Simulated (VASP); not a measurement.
# NaCl (Fm-3m) in VASP: a series of runs

The runs below take NaCl through relaxation of the atoms, with r2SCAN.

Everything below comes from runs of VASP 6.6.1. Logs are shortened: lines on timing, memory, paths and dates and some standing lists are left out, and cuts for length are marked.

## 1. The crystal as given

The structure is cubic, space group Fm-3m (No. 225). The conventional cell has a = 5.592 Å, b = 5.592 Å, c = 5.592 Å, α = 90.00°, β = 90.00°, γ = 90.00°. Around Na (site symmetry m-3m) lie 6 Cl at 2.80 Å. Around Cl (site symmetry m-3m) lie 6 Na at 2.80 Å.

## 2. Relaxation of the atoms, r2SCAN (a relaxed cell with its volume scaled by 0.94)

INCAR

```
PREC = Accurate
ENCUT = 600
EDIFF = 1E-7
ISMEAR = 0
SIGMA = 0.03
LREAL = F
LASPH = T
NELM = 80
ALGO = Normal
ISIF = 2
LWAVE = F
LCHARG = F
METAGGA = R2SCAN
LMIXTAU = T
IBRION = 2
NSW = 40
EDIFFG = -0.01
```

KPOINTS

```
Automatic mesh
0
Gamma
  8 8 8
```

POSCAR

```
NaCl                                    
1.0
    0.0000000000      2.7391390540      2.7391390540
    2.7391390540      0.0000000000      2.7391390540
    2.7391390540      2.7391390540      0.0000000000
  Na              Cl            
     1     1
Direct
     0.0000000000000000    0.0000000000000000    0.0000000000000000
     0.5000000000000000    0.5000000000000000    0.5000000000000000
```

Potentials or basis: VASP PAW PBE potentials, release 64 (Na_pv, Cl).

Launch:

```bash
> cat potpaw_PBE.64/Na_pv/POTCAR potpaw_PBE.64/Cl/POTCAR > POTCAR
> mpirun -np 1 vasp_std > vasp.out
```

OUTCAR:

```text
PREC = Accurate
   ENCUT = 600
   EDIFF = 1E-7
   ISMEAR = 0
   LREAL = F
   LASPH = T
   NELM = 80
   ISIF = 2
   METAGGA = R2SCAN
   IBRION = 2
   NSW = 40
   EDIFFG = -0.01

 ion  position               nearest neighbor table
   1  0.000  0.000  0.000-
   2  0.500  0.500  0.500-

  LATTYP: Found a face centered cubic cell.
 ALAT       =     5.4782781080

  Lattice vectors:

 A1 = (   0.0000000000,   2.7391390540,   2.7391390540)
 A2 = (   2.7391390540,   0.0000000000,   2.7391390540)
 A3 = (   2.7391390540,   2.7391390540,   0.0000000000)

Analysis of symmetry for initial positions (statically):
=====================================================================
 Subroutine PRICEL returns:
 Original cell was already a primitive cell.

 Routine SETGRP: Setting up the symmetry group for a
 face centered cubic supercell.

 Subroutine GETGRP returns: Found 48 space group operations
 (whereof 48 operations were pure point group operations)
 out of a pool of 48 trial point group operations.

The static configuration has the point symmetry O_h .

Analysis of symmetry for dynamics (positions and initial velocities):
=====================================================================
 Subroutine PRICEL returns:
 Original cell was already a primitive cell.

 Routine SETGRP: Setting up the symmetry group for a
 face centered cubic supercell.

 Subroutine GETGRP returns: Found 48 space group operations
 (whereof 48 operations were pure point group operations)
 out of a pool of 48 trial point group operations.

The dynamic configuration has the point symmetry O_h .

 Subroutine INISYM returns: Found 48 space group operations
 (whereof 48 operations are pure point group operations),
 and found     1 'primitive' translations

----------------------------------------------------------------------------------------

                                     Primitive cell

  volume of cell :      41.1029

  direct lattice vectors                    reciprocal lattice vectors
     0.000000000  2.739139054  2.739139054    -0.182539108  0.182539108  0.182539108
     2.739139054  0.000000000  2.739139054     0.182539108 -0.182539108  0.182539108
     2.739139054  2.739139054  0.000000000     0.182539108  0.182539108 -0.182539108

  length of vectors
     3.873727599  3.873727599  3.873727599     0.316167010  0.316167010  0.316167010

  position of ions in fractional coordinates (direct lattice)
     0.000000000  0.000000000  0.000000000
     0.500000000  0.500000000  0.500000000

  ion indices of the primitive-cell ions
   primitive index   ion index
                 1           1
                 2           2

----------------------------------------------------------------------------------------

 KPOINTS: Automatic mesh

Automatic generation of k-mesh.
 Grid dimensions read from file:
 generate k-points for:    8    8    8

 Generating k-lattice:

  Cartesian coordinates                     Fractional coordinates (reciprocal lattice)
    -0.022817389  0.022817389  0.022817389     0.125000000  0.000000000  0.000000000
     0.022817389 -0.022817389  0.022817389     0.000000000  0.125000000  0.000000000
     0.022817389  0.022817389 -0.022817389     0.000000000  0.000000000  0.125000000

  Length of vectors
     0.039520876  0.039520876  0.039520876

  Shift w.r.t. Gamma in fractional coordinates (k-lattice)
     0.000000000  0.000000000  0.000000000

 Subroutine IBZKPT returns following result:
 ===========================================

 Found     29 irreducible k-points:

 Following reciprocal coordinates:
            Coordinates               Weight
  0.000000  0.000000  0.000000      1.000000
  0.125000  0.000000  0.000000      8.000000
  0.250000  0.000000  0.000000      8.000000
  0.375000  0.000000  0.000000      8.000000
  0.500000  0.000000  0.000000      4.000000
  0.125000  0.125000  0.000000      6.000000
[... 16 lines left out ...]
  0.500000  0.250000  0.125000     48.000000
 -0.375000  0.250000  0.125000     24.000000
 [... further k-points ...]
   k-points           NKPTS =     29   k-points in BZ     NKDIM =     29   number of bands    NBANDS=     11
   number of dos      NEDOS =    301   number of ions     NIONS =      2
   total plane-waves  NPLWV =  32768
   dimension x,y,z NGX =    32 NGY =   32 NGZ =   32
   dimension x,y,z NGXF=    64 NGYF=   64 NGZF=   64
   ions per type =               1   1
   NGX,Y,Z   is equivalent  to a cutoff of  13.73, 13.73, 13.73 a.u.
   NGXF,Y,Z  is equivalent  to a cutoff of  27.47, 27.47, 27.47 a.u.
 SYSTEM =  unknown system
   PREC   = accura    normal or accurate (medium, high low for compatibility)
   ISTART =      0    job   : 0-new  1-cont  2-samecut
   ICHARG =      2    charge: 1-file 2-atom 10-const
   ISPIN  =      1    spin polarized calculation?
   LNONCOLLINEAR =      F non collinear calculations
   LSORBIT =      F    spin-orbit coupling
   LASPH  =      T    aspherical Exc in radial PAW
   ENCUT  =  600.0 eV  44.10 Ry    6.64 a.u.   7.74  7.74  7.74*2*pi/ulx,y,z
   NELM   =     80;   NELMIN=  2; NELMDL= -5     # of ELM steps
   EDIFF  = 0.1E-06   stopping-criterion for ELM
   LREAL  =      F    real-space projection
   EDIFFG = -.1E-01   stopping-criterion for IOM
   NSW    =     40    number of steps for IOM
   IBRION =      2    ionic relax: 0-MD 1-quasi-New 2-CG
   NFREE  =      1    steps in history (QN), initial steepest desc. (CG)
   ISIF   =      2    stress and relaxation
   ISYM   =      2    0-nonsym 1-usesym 2-fastsym
   POTIM  = 0.5000    time-step for ionic-motion
   TEBEG  =    0.0;   TEEND  =   0.0 temperature during run
   PSTRESS=    0.0 pullay stress
   NELECT =      14.0000    total number of electrons
   NUPDOWN=      -1.0000    fix difference up-down
   EMIN   =  10.00;   EMAX   =-10.00  energy-range for DOS
   EFERMI =   0.00;   METHOD = LEGACY
   ISMEAR =     0;   SIGMA  =   0.03  broadening in eV -4-tet -1-fermi 0-gaus
   EFERMI_NEDOS =   21; number of points for ismear=-14 and -15
   IALGO  =     38    algorithm
   IMIX   =      4    mixing-type and parameters
     AMIX     =   0.40;   BMIX     =  1.00
     AMIX_MAG =   1.60;   BMIX_MAG =  1.00
  volume/ion in A,a.u.               =      20.55       138.69
  Fermi-wavevector in a.u.,A,eV,Ry     =   1.143300  2.160523 17.784641  1.307134
  Thomas-Fermi vector in A             =   2.279995
   LORBIT       =      0    0 simple, 1 ext, 2 COOP (PROOUT), +10 PAW based schemes
   METAGGA = R2SCAN    functional components
   LHFCALC =     F    Hartree Fock is set to
   AEXX    =    0.0000 exact exchange contribution
   IVDW    =     0    specifies the selected vdW correction
   LEPSILON=     F    determine dielectric tensor
   LRPA    =     F    only Hartree local field effects (RPA)
 conjugate gradient relaxation of ions
 non-spin polarized calculation
 Gauss-broadening in eV      SIGMA  =   0.03
  energy-cutoff  :      600.00
  volume of cell :       41.10
 maximum number of plane-waves:      1387
   NGX = 15   NGY = 15   NGZ = 15

 number of electron      13.9999992 magnetization

 Free energy of the ion-electron system (eV)
  ---------------------------------------------------
  ext. energy  EPLUGINS =         0.00000000
  ---------------------------------------------------
  free energy    TOTEN  =       -13.77579429 eV

  energy without entropy =      -13.77579429  energy(sigma->0) =      -13.77579429

 E-fermi :  -0.4929     XC(G=0):  -9.0564

 val. band max:       -0.6295922718   @ k =   0.0000   0.0000   0.0000
 cond. band min:       5.6794840194   @ k =   0.0000   0.0000   0.0000
 fundamental gap:      6.3090762912
 Fermi energy:        -0.4928730645

 k-point     1 :       0.0000    0.0000    0.0000
  band No.  band energies     occupation
      1     -22.0043      2.00000
      2     -22.0040      2.00000
      3     -22.0040      2.00000
      4     -14.0683      2.00000
      5      -0.6296      2.00000
      6      -0.6296      2.00000
      7      -0.6296      2.00000
      8       5.6795      0.00000
      9      11.2035      0.00000
     10      11.2035      0.00000
     11      11.2035      0.00000

 k-point     2 :       0.1250    0.0000    0.0000
  band No.  band energies     occupation
      1     -22.0105      2.00000
      2     -22.0047      2.00000
      3     -22.0044      2.00000
      4     -14.0073      2.00000
      5      -1.0392      2.00000
      6      -0.6814      2.00000
      7      -0.6814      2.00000
      8       6.2031      0.00000
      9      10.6804      0.00000
     10      11.4360      0.00000
     11      11.4361      0.00000

 k-point     3 :       0.2500    0.0000    0.0000
  band No.  band energies     occupation
      1     -22.0258      2.00000
      2     -22.0056      2.00000
      3     -22.0053      2.00000
      4     -13.8551      2.00000
      5      -1.8679      2.00000
      6      -0.8021      2.00000
      7      -0.8021      2.00000
      8       7.1424      0.00000
      9      10.3120      0.00000
     10      11.6616      0.00000
     11      11.6619      0.00000
[... 267 lines left out ...]
 k-point    23 :       0.5000    0.2500    0.1250
  band No.  band energies     occupation
      1     -22.0351      2.00000
      2     -22.0145      2.00000
      3     -22.0086      2.00000
      4     -13.6386      2.00000
      5      -2.3889      2.00000
      6      -1.4395      2.00000
      7      -1.0673      2.00000
      8       8.6120      0.00000
      9      10.0096      0.00000
     10      10.3900      0.00000
     11      12.4750      0.00000

 k-point    24 :      -0.3750    0.2500    0.1250
  band No.  band energies     occupation
      1     -22.0382      2.00000
      2     -22.0151      2.00000
      3     -22.0098      2.00000
      4     -13.5884      2.00000
      5      -2.5283      2.00000
      6      -1.5326      2.00000
      7      -1.1290      2.00000
      8       8.6184      0.00000
      9      10.1259      0.00000
     10      10.8424      0.00000
     11      12.2811      0.00000

 [... further k-points ...]

------------------------ aborting loop because EDIFF is reached ----------------------------------------

  FORCE on cell =-STRESS in cart. coord.  units (eV):
  Direction    XX          YY          ZZ          XY          YZ          ZX
  --------------------------------------------------------------------------------------
  -------------------------------------------------------------------------------------
  Total        0.4916457      0.4916457      0.4916457     -0.0000000      0.0000000      0.0000000
  in kB       19.1641973     19.1641973     19.1641973     -0.0000000      0.0000000      0.0000000
  external PRESSURE =      19.1641973 kB  Pullay stress =       0.0000000 kB

 VOLUME and BASIS-vectors are now :
 -----------------------------------------------------------------------------
  energy-cutoff  :      600.00
  volume of cell :       41.10
      direct lattice vectors                 reciprocal lattice vectors
     0.000000000  2.739139054  2.739139054    -0.182539108  0.182539108  0.182539108
     2.739139054  0.000000000  2.739139054     0.182539108 -0.182539108  0.182539108
     2.739139054  2.739139054  0.000000000     0.182539108  0.182539108 -0.182539108

 POSITION                                       TOTAL-FORCE (eV/Angst)
 -----------------------------------------------------------------------------------
      0.00000      0.00000      0.00000         0.000000      0.000000      0.000000
      2.73914      2.73914      2.73914        -0.000000     -0.000000     -0.000000
 -----------------------------------------------------------------------------------
    total drift:                                0.000000     -0.000000     -0.000000

  FREE ENERGIE OF THE ION-ELECTRON SYSTEM (eV)
  ---------------------------------------------------
  free  energy   TOTEN  =       -13.7757942888 eV

  energy  without entropy=      -13.7757942888  energy(sigma->0) =      -13.77579429

 reached required accuracy - stopping structural energy minimisation
```

It took 53 s on 1 thread of Intel Xeon Platinum 8488C (Sapphire Rapids), shared host; peak memory 0.18 GiB.

Results:

```
Free energy             : -13.7758 eV
Pressure after relaxing : 1.9 GPa
Band gap on the k mesh  : 6.31 eV, direct
```

Final structure:
```
CELL_PARAMETERS angstrom
0.00000 2.73914 2.73914
2.73914 0.00000 2.73914
2.73914 2.73914 0.00000
ATOMIC_POSITIONS crystal
Na 0.00000 0.00000 0.00000
Cl 0.50000 0.50000 0.50000
```

Caveat: the relaxation stopped at its first step, so nothing moved; the PAW data sets were made with another functional, which shifts forces and pressure a little.

## 3. Relaxation of the atoms, r2SCAN (a relaxed cell with its volume scaled by 0.96)

INCAR is that of step 2.

KPOINTS is that of step 2.

POSCAR

```
NaCl                                    
1.0
    0.0000000000      2.7584294012      2.7584294012
    2.7584294012      0.0000000000      2.7584294012
    2.7584294012      2.7584294012      0.0000000000
  Na              Cl            
     1     1
Direct
     0.0000000000000000    0.0000000000000000    0.0000000000000000
     0.5000000000000000    0.5000000000000000    0.5000000000000000
```

Potentials or basis: VASP PAW PBE potentials, release 64 (Na_pv, Cl).

Launch:

```bash
> cat potpaw_PBE.64/Na_pv/POTCAR potpaw_PBE.64/Cl/POTCAR > POTCAR
> mpirun -np 1 vasp_std > vasp.out
```

OUTCAR:

```text
PREC = Accurate
   ENCUT = 600
   EDIFF = 1E-7
   ISMEAR = 0
   LREAL = F
   LASPH = T
   NELM = 80
   ISIF = 2
   METAGGA = R2SCAN
   IBRION = 2
   NSW = 40
   EDIFFG = -0.01

 ion  position               nearest neighbor table
   1  0.000  0.000  0.000-
   2  0.500  0.500  0.500-

  LATTYP: Found a face centered cubic cell.
 ALAT       =     5.5168588024

  Lattice vectors:

 A1 = (   0.0000000000,   2.7584294012,   2.7584294012)
 A2 = (   2.7584294012,   0.0000000000,   2.7584294012)
 A3 = (   2.7584294012,   2.7584294012,   0.0000000000)

Analysis of symmetry for initial positions (statically):
=====================================================================
 Subroutine PRICEL returns:
 Original cell was already a primitive cell.

 Routine SETGRP: Setting up the symmetry group for a
 face centered cubic supercell.

 Subroutine GETGRP returns: Found 48 space group operations
 (whereof 48 operations were pure point group operations)
 out of a pool of 48 trial point group operations.

[... 173 lines left out ...]
      1     -22.1721      2.00000
      2     -22.1717      2.00000
      3     -22.1717      2.00000
      4     -14.1480      2.00000
      5      -0.7651      2.00000
      6      -0.7651      2.00000
      7      -0.7651      2.00000
      8       5.4448      0.00000
      9      11.0524      0.00000
     10      11.0524      0.00000
     11      11.0524      0.00000
[... 309 lines left out ...]
 k-point    24 :      -0.3750    0.2500    0.1250
  band No.  band energies     occupation
      1     -22.2028      2.00000
      2     -22.1820      2.00000
      3     -22.1770      2.00000
      4     -13.6959      2.00000
      5      -2.6018      2.00000
      6      -1.6357      2.00000
      7      -1.2453      2.00000
      8       8.4277      0.00000
      9       9.9280      0.00000
     10      10.5897      0.00000
     11      12.0684      0.00000

 [... further k-points ...]

------------------------ aborting loop because EDIFF is reached ----------------------------------------

  FORCE on cell =-STRESS in cart. coord.  units (eV):
  Direction    XX          YY          ZZ          XY          YZ          ZX
  --------------------------------------------------------------------------------------
  -------------------------------------------------------------------------------------
  Total        0.3308626      0.3308626      0.3308626     -0.0000000     -0.0000000     -0.0000000
  in kB       12.6282333     12.6282333     12.6282333     -0.0000000     -0.0000000     -0.0000000
  external PRESSURE =      12.6282333 kB  Pullay stress =       0.0000000 kB

 VOLUME and BASIS-vectors are now :
 -----------------------------------------------------------------------------
  energy-cutoff  :      600.00
  volume of cell :       41.98
      direct lattice vectors                 reciprocal lattice vectors
     0.000000000  2.758429401  2.758429401    -0.181262569  0.181262569  0.181262569
     2.758429401  0.000000000  2.758429401     0.181262569 -0.181262569  0.181262569
     2.758429401  2.758429401  0.000000000     0.181262569  0.181262569 -0.181262569

 POSITION                                       TOTAL-FORCE (eV/Angst)
 -----------------------------------------------------------------------------------
      0.00000      0.00000      0.00000         0.000000      0.000000     -0.000000
      2.75843      2.75843      2.75843        -0.000000     -0.000000      0.000000
 -----------------------------------------------------------------------------------
    total drift:                                0.000000     -0.000000     -0.000000

  FREE ENERGIE OF THE ION-ELECTRON SYSTEM (eV)
  ---------------------------------------------------
  free  energy   TOTEN  =       -13.7843585677 eV

  energy  without entropy=      -13.7843585677  energy(sigma->0) =      -13.78435857

 reached required accuracy - stopping structural energy minimisation
```

OSZICAR:

```text
N       E                     dE             d eps       ncg     rms          rms(c)
DAV:   1     0.975640898866E+02    0.97564E+02   -0.81614E+03   644   0.149E+03
DAV:   2    -0.712740072633E+01   -0.10469E+03   -0.98382E+02   750   0.315E+02
DAV:   3    -0.157391472566E+02   -0.86117E+01   -0.85659E+01   784   0.888E+01
[... 15 lines left out ...]
DAV:  19    -0.137843603866E+02    0.52494E-05   -0.58480E-07   680   0.730E-03    0.293E-03
DAV:  20    -0.137843596998E+02    0.68679E-06   -0.98055E-08   677   0.342E-03    0.839E-04
DAV:  21    -0.137843581877E+02    0.15122E-05   -0.34216E-08   623   0.252E-03    0.258E-04
DAV:  22    -0.137843586380E+02   -0.45034E-06   -0.21468E-08   457   0.199E-03    0.533E-05
DAV:  23    -0.137843585677E+02    0.70301E-07   -0.13248E-09   337   0.557E-04
   1 F= -.13784359E+02 E0= -.13784359E+02  d E =-.137844E+02
```

It took 52 s on 1 thread of Intel Xeon Platinum 8488C (Sapphire Rapids), shared host; peak memory 0.18 GiB.

Results:

```yaml
Free_energy: -13.7844 eV
Pressure_after_relaxing: 1.3 GPa
Band_gap_on_the_k_mesh: 6.21 eV, direct
```

Final structure:
```
Na Cl
1.0
     0.00000    2.75843    2.75843
     2.75843    0.00000    2.75843
     2.75843    2.75843    0.00000
Na Cl
1 1
Direct
  0.00000 0.00000 0.00000
  0.50000 0.50000 0.50000
```

Levels at points of the mesh, in eV from the valence-band top:
| k point | band 5 | band 6 | band 7 | band 8 | band 9 | band 10 |
| --- | --- | --- | --- | --- | --- | --- |
| (0.00, 0.00, 0.00) | 0.00 | 0.00 | 0.00 | 6.21 | 11.82 | 11.82 |
| (0.50, 0.00, 0.00) | -2.13 | -0.32 | -0.32 | 8.07 | 11.93 | 11.93 |
| (0.50, 0.50, 0.00) | -1.87 | -0.68 | -0.68 | 8.55 | 8.64 | 12.72 |

Caveat: the relaxation stopped at its first step, so nothing moved; the PAW data sets were made with another functional, which shifts forces and pressure a little.

[end of part 1 of 2]
